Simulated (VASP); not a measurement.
The system is InAs.

```
CELL_PARAMETERS angstrom
0.00000 3.01800 3.01800
3.01800 0.00000 3.01800
3.01800 3.01800 0.00000
ATOMIC_POSITIONS crystal
In 0.00000 0.00000 0.00000
As 0.75000 0.75000 0.75000
```

```yaml
Program: VASP 6.6.1
Task: relaxation of cell and atoms
Functional: PBE
Dispersion: MBD
Potentials_or_basis: VASP PAW PBE potentials, release 64 (In_d, As)
Cutoff: 600 eV
k_mesh: 8 × 8 × 8
Occupations: fermi-dirac, width 0.05 eV
Spin: no spin polarisation
```

At the start: pressure 2.6 GPa; volume 27.49 Å³/atom.

**Question.** How do energy, volume and symmetry change on relaxing?

**Answer.** Over 3 steps the energy falls by 10.0 meV/atom and the volume is 28.75 Å³/atom (+4.6 %); space group F-43m (No. 216, to 0.05 Å).

The path:
| step | energy change (eV) | largest force (eV/Å) | pressure (GPa) | volume (Å³) |
| --- | --- | --- | --- | --- |
| 1 | 0.0000 | 0.0000 | 2.64 | 54.98 |
| 2 | -0.0161 | 0.0000 | -1.04 | 58.67 |
| 3 | -0.0199 | 0.0000 | -0.02 | 57.49 |

Final structure:
```xyz
2
Lattice="0.0000 3.0633 3.0633 3.0633 0.0000 3.0633 3.0633 3.0633 0.0000" Properties=species:S:1:pos:R:3 pbc="T T T"
In    0.0000    0.0000    0.0000
As    4.5950    4.5950    4.5950
```
